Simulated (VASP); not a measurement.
**A VASP 6.6.1 single-point calculation on SnTe**

INCAR

```
GGA = PE
NBANDS = 17
ISIF = 2
NELM = 76
LASPH = .TRUE.
ISMEAR = -1
SIGMA = 1
ENCUT = 520
EDIFF = 1E-7
PREC = Accurate
LCHARG = .FALSE.
IBRION = -1
LWAVE = .FALSE.
NSW = 0
LREAL = .FALSE.
```

KPOINTS

```
KPOINTS created by Atomic Simulation Environment
0
Gamma
6 6 6
0 0 0
```

POSCAR

```
Sn Te
 1.0000000000000000
    -0.0000000000000000    3.5839840091812012    3.5839840091812012
     3.5839840091812012   -0.0000000000000000    3.5839840091812012
     3.5839840091812012    3.5839840091812012   -0.0000000000000000
 Sn  Te
   1   1
Cartesian
 -0.0000000000000000 -0.0000000000000000 -0.0000000000000000
  1.7919920045906006  1.7919920045906006  1.7919920045906006
```

The recommended PBE PAW datasets give the neutral cell 20 valence electrons.

Command

```
mpirun -np 1 vasp_std
```

**Question.** How does this run end, and what does it give?

**Answer.** It converged. Results: gap between bands v and c on the k mesh 0.39 eV; least direct gap on the k mesh 0.91 eV; pressure 1.5 GPa. Band v is the last that the valence electrons fill when counted band by band, and c is the next.

OSZICAR

```
N       E                     dE             d eps       ncg     rms          rms(c)
DAV:   1     0.126285433903E+03    0.12629E+03   -0.91678E+03   545   0.117E+03
DAV:   2     0.467655981020E+01   -0.12161E+03   -0.11845E+03   552   0.312E+02
DAV:   3    -0.848791742806E+01   -0.13164E+02   -0.12994E+02   669   0.956E+01
DAV:   4    -0.890795050316E+01   -0.42003E+00   -0.41929E+00   626   0.175E+01
DAV:   5    -0.892676572840E+01   -0.18815E-01   -0.18787E-01   774   0.362E+00    0.553E+00
DAV:   6    -0.890585991145E+01    0.20906E-01   -0.47019E-02   725   0.140E+00    0.349E+00
DAV:   7    -0.890458875362E+01    0.12712E-02   -0.21576E-02   618   0.744E-01    0.281E-01
DAV:   8    -0.890419208706E+01    0.39667E-03   -0.32959E-03   683   0.406E-01    0.120E-01
DAV:   9    -0.890430815776E+01   -0.11607E-03   -0.32700E-04   590   0.122E-01    0.638E-02
DAV:  10    -0.890431458719E+01   -0.64294E-05   -0.15511E-05   753   0.302E-02    0.352E-02
DAV:  11    -0.890432073043E+01   -0.61432E-05   -0.17883E-05   585   0.283E-02    0.105E-02
DAV:  12    -0.890432063201E+01    0.98424E-07   -0.53497E-07   636   0.789E-03
   1 F= -.89043206E+01 E0= -.68248542E+01  d E =-.415893E+01
```

These settings aren't sound, so the numbers aren't properties of the crystal.

The fault: smearing far too wide.

On sound settings PBE gives a gap of 0.22 eV on its mesh and a pressure of 0.5 GPa for the intended cell. This run's energy (σ→0) differs from it by 118 meV an atom.
